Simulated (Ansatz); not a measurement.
**A sheet of Sb under strain**

A free-standing layer, 2 atoms in a cell of 4.069 × 4.069 Å at 120° (honeycomb type), 1.65 Å between its outer nuclei, built from a prototype, its stability not tested in these runs. Ansatz: PBE+D3(BJ), PAW, 420 eV, 9×9×1 mesh. It is strained by x per cent equally along both axes, atoms relaxed; y is the tensile stress along x per length. The small cell can't ripple, as a free sheet would under compression.

```
x (%) y (N/m)
 -4.0    -1.95
 -2.0    -0.89
  0.0     0.00
  2.0        ?
  4.0     1.40
  7.0     2.16
```

**Question.** Fit y = c1 x + c2 x² to the other rows, give the stiffness, and predict the missing row.

**Answer.** Least squares on the rows shown. y = 0.4200 x − 0.01612 x². The stiffness C11 + C12 is 100 c1 = 42 N/m, and the parabola would peak at x = 13 %, far outside the rows, so that is no strength. At x = 2.0 the fit asked for gives 0.78 N/m. The run gave 0.76 N/m, so the fit is 0.02 N/m too high, within twice the rms miss on the fitted rows (0.02 N/m).